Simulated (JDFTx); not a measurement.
Crystal: Al.

```
Al
1.0
     0.00000    2.02481    2.02481
     2.02481    0.00000    2.02481
     2.02481    2.02481    0.00000
Al
1
Direct
  0.00000 0.00000 0.00000
```

- Program: JDFTx 1.7.0 (patched build)
- Task: relaxation of cell and atoms
- Functional: SCAN
- Potentials or basis: SG15-PBE-1.2 with smoothed tails
- Cutoff: 1088 eV
- Density cutoff: 4354 eV
- k mesh: 7 × 7 × 7
- Occupations: fermi-dirac, width 0.05 eV
- Spin: no spin polarisation

At the start: pressure -2.1 GPa; volume 16.60 Å³/atom.

Where does the relaxation end?

Over 5 steps the energy falls by 3.4 meV/atom and the volume is 16.12 Å³/atom (-2.9 %); space group Fm-3m (No. 225, to 0.05 Å).

Step by step:
```tsv
step	energy change (eV)	largest force (eV/Å)	pressure (GPa)	volume (Å³)
1	0.0000	0.0000	-2.14	16.60
2	-0.0015	0.0000	-1.67	16.48
3	-0.0034	0.0000	0.19	16.08
4	-0.0034	0.0000	0.00	16.12
5	-0.0034	0.0000	0.00	16.12
```

Final structure:
```yaml
crystal:
  lattice:
    - [0.00000, 2.00482, 2.00482]
    - [2.00482, 0.00000, 2.00482]
    - [2.00482, 2.00482, 0.00000]
  atoms:
    - { symbol: Al, position: [0.00000, 0.00000, 0.00000] }
```

Caveat: the k mesh is coarse (spacing up to 0.38 Å⁻¹), so the values aren't converged; meta-GGA forces are noisy on this grid; the potentials were made for another functional, which shifts forces and pressure.
